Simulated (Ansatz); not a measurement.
Crystal: Ir.

```
Ir
1.0
     2.75138    0.00000    0.00000
    -1.37569    2.38276    0.00000
     0.00000    0.00000    4.46229
Ir
2
Direct
  0.33333 0.66667 0.25000
  0.66667 0.33333 0.75000
```

This isn't the form of Ir at room conditions, which is fcc.

Base run:

- Program: Ansatz 0.2.0
- Functional: LDA
- Potentials or basis: Ansatz PAW
- Cutoff: 420 eV
- Density cutoff: 1680 eV
- k mesh: 11 × 11 × 6
- Occupations: fermi-dirac, width 0.05 eV
- Spin: no spin polarisation

Its results: band gap on the k mesh none (metal or under the smearing width); pressure -17.8 GPa.

Problem. The run is repeated on the same cell with these changes: functional from LDA to BLYP. What comes out?

Solution. Band gap on the k mesh none (metal or under the smearing width); pressure 15.3 GPa.

BLYP binds less tightly than LDA, so the same cell stands under more pressure.

Caveats: the PAW data sets come from PBE, with cores solved anew for the run's functional, which leaves a small shift of forces and pressure; so large a pressure means that the cell lies far from this level's equilibrium, or that cutoff or potentials fall short (some runs); the potentials were made for another functional, which shifts forces and pressure (some runs).

Not every run made on this cell is shown here.
